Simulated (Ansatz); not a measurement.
# AlAu2 under changes of volume

One of the cells (16.388 Å³/atom); the others are scaled copies at fixed shape and fractional positions:

```xyz
3
Lattice="-1.6715 1.6715 4.3991 1.6715 -1.6715 4.3991 1.6715 1.6715 -4.3991" Properties=species:S:1:pos:R:3 pbc="T T T"
Au    0.0000    0.0000    3.0242
Au    0.0000    0.0000    5.7740
Al    0.0000    0.0000    0.0000
```

The cell comes from a database or a generator and needn't be the stable form of this composition.

- Program: Ansatz 0.2.0
- Functional: LDA
- Potentials or basis: Ansatz PAW
- Cutoff: 420 eV (not typed: the program's choice for these potentials)
- k mesh: 11 × 11 × 11
- Occupations: fermi-dirac, width 0.05 eV
- Spin: no spin polarisation

```tsv
volume (Å³/atom)	energy over the lowest point (meV/atom)	pressure (GPa)	largest force (eV/Å)
15.405	4.08	4.0	0.125
15.732	0.00	0.2	0.088
16.060	3.17	-3.1	0.054
16.388	12.67	-6.0	0.022
16.716	27.67	-8.5	0.006
17.043	47.45	-10.7	0.033
17.371	?	?	?
```

Problem. What does the run at 17.371 Å³/atom give?

Solution. Energy over the lowest point 71.39 meV/atom; pressure -12.6 GPa; largest force 0.058 eV/Å.

Worked out: A Birch-Murnaghan fit of order 3 (a polynomial in V^(-2/3)) to the other rows has its minimum at 15.75 Å³/atom with B0 = V·E''(V) = 169 GPa and B' = 5.5 at fixed shape and positions, which overstates the stiffness. It gives 71.45 meV/atom at 17.371 Å³/atom, against the run's 71.39, and -dE/dV = -12.7 GPa, against -12.6.

Energies are extrapolated to zero smearing.

Caveats: the PAW data sets come from PBE, with cores solved anew for the run's functional, which leaves a small shift of forces and pressure.
